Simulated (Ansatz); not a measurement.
TiO: a faulty run and its cure

Intended: TiO, PBEsol, plane waves and PAW in Ansatz. The input:

```yaml
crystal:
  lattice:
    - [2.8516080131, 0.0, 0.0]
    - [-1.4258040066, 2.469564981, 0.0]
    - [0.0, 0.0, 5.567503]
  atoms:
    - { symbol: Ti, position: [0.3333333333, 0.6666666667, 0.25] }
    - { symbol: Ti, position: [0.6666666667, 0.3333333333, 0.75] }
    - { symbol: O, position: [0.0, 0.0, 0.0] }
    - { symbol: O, position: [0.0, 0.0, 0.5], spin: 2.0 }
basis:
  ecutwfc: 420
kpoints:
  mp_grid: { grid: [18, 18, 8] }
hamiltonian:
  xc: pbesol
scf:
  occupations: { method: gaussian, width: 0.1 }
output:
  forces: true
  stress: true
  eigenvalues: true
  populations: true
magnetization:
  spin_polarized: false
```

Command:

```bash
ansatz run input.yaml --threads 1 --pin off --max-ram 2560MiB --backend cpu --events-out ev --progress --plain --runs-dir out
```

The program printed:

```text
Error: inconsistent input (magnetization.spin_polarized): false but per-atom `spin:`, `per_species`, `initial_magnetization`, `magnetic_field`, or `spin_locking` is set
```

Question: Which fault does the input hold?
A. An unconverged density accepted at the iteration limit
B. An atom listed twice
C. Two atoms' positions swapped
D. Starting moments without spin polarisation
E. Too few SCF iterations allowed

Answer: D. Moments need two spin channels. The cure is the moments removed, as this run is meant to be without spin (a magnetic crystal would need spin polarisation switched on instead).

The change to the input:

```diff
 crystal:
   atoms:
-    - { symbol: O, position: [0.0, 0.0, 0.5], spin: 2.0 }
+    - { symbol: O, position: [0.0, 0.0, 0.5] }
-magnetization:
-  spin_polarized: false
```

The mended run converges, with a pressure of -10.00 GPa, no gap.

Time of the mended run: 15 s on 1 thread of Intel(R) Xeon(R) Platinum 8259CL CPU @ 2.50GHz (Skylake/Cascade Lake) (shared host), peak memory 0.46 GiB.

This form isn't the usual stable structure of the compound.